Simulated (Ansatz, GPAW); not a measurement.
# Reading EPR parameters

A crystal has the composition BaMP2O7, where M is a 3d element. A calculation (PBEsol+U, spin-orbit coupling in second variation, Ansatz) gives:

| Property | Result |
| --- | --- |
| S | 1/2 |
| g, averaged over the cell's ions | 2.0946, 2.1044, 2.2804 |
| moment in its sphere | 0.69 μB |

Q: Name the magnetic ion and its oxidation state.

The crystal is BaCuP2O7, space group P-1. The spin sits on Cu, with 5 O at 1.94 to 2.34 Å round it. With the usual charges of the other elements M must be +2. High-spin ions of that charge with S = 1/2 are d9 and d1, Cu and Sc; the sign of the g shift picks Cu²⁺ d⁹. Low-spin ions are left aside. The shift is positive: in a shell more than half full the orbital moment adds to the spin.

[Hosts, paths, dates, database ids (printed as entryN), source tags and the programs' standing remarks are cut or masked in the printed files.]
